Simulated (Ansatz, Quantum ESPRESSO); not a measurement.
This is a calculation of B for Ansatz 0.2.0. The given cell was strained at random by a few per cent at fixed volume. This isn't the form of B at room conditions, which is rhombohedral.

Contents of input.yaml:

```yaml
crystal:
  lattice:
    - [1.904975, 0.003193, -0.019912]
    - [0.003193, 1.864064, 0.000396]
    - [-0.019912, 0.000396, 1.887118]
  atoms:
    - { symbol: B, position: [0.499983, 0.518383, 0.513778] }
hamiltonian:
  xc: pbe
  pseudopotentials: { kind: paw }
kpoints:
  mp_grid: { grid: [14, 14, 14] }
scf:
  occupations: { method: fermi_dirac, width: 0.05 }
output:
  forces: true
  stress: true
  eigenvalues: true
```

Potentials or basis: Ansatz PAW.

The run is started by

```bash
$ ansatz run input.yaml --threads 1 --pin off --max-ram 3584MiB --backend cpu --events-out ev --progress --plain --runs-dir out
```

**Question.** What does the same run look like in Quantum ESPRESSO 7.5? Potentials or basis there: SSSP 1.3 efficiency PBE, cutoff 748 eV.

**Answer.** As run (cutoffs and basis follow the program's own potentials, and thresholds, step limits or extra output files can differ):

Contents of pw.in:

```
&CONTROL
  calculation = 'scf'
  prefix = 'pwscf'
  outdir = './tmp'
  pseudo_dir = './pseudo'
  tprnfor = .true.
  tstress = .true.
  disk_io = 'nowf'
/
&SYSTEM
  ibrav = 0
  nat = 1
  ntyp = 1
  ecutwfc = 55
  ecutrho = 440
  nbnd = 6
  occupations = 'smearing'
  smearing = 'fd'
  degauss = 0.00367493
/
&ELECTRONS
  conv_thr = 2d-10
  electron_maxstep = 120
  mixing_beta = 0.5
/
ATOMIC_SPECIES
B     10.8100 b_pbe_v1.4.uspp.F.UPF
CELL_PARAMETERS angstrom
   1.9049750000    0.0031930000   -0.0199120000
   0.0031930000    1.8640640000    0.0003960000
  -0.0199120000    0.0003960000    1.8871180000
ATOMIC_POSITIONS crystal
B      0.4999830000    0.5183830000    0.5137780000
K_POINTS automatic
14 14 14 0 0 0
```

Potentials or basis: SSSP 1.3 efficiency PBE.

Launch:

```bash
$ OMP_NUM_THREADS=1 pw.x -in pw.in > pw.out
```

Both were run:

|  | Ansatz | Quantum ESPRESSO |
| --- | --- | --- |
| Pressure | 0.4 GPa | 0.0 GPa |
| Energy over the undisturbed cell | -2.7 meV/atom | -2.7 meV/atom |

Ansatz's pressure holds a Pulay term of +0.28 GPa for its cutoff of 420 eV, which the other run lacks.

Where Ansatz's input types no cutoff or centring, it takes its own default and a Γ-centred mesh.

The undisturbed cell isn't at this level's minimum, so the move can lower the energy.

Pressure is positive in compression.
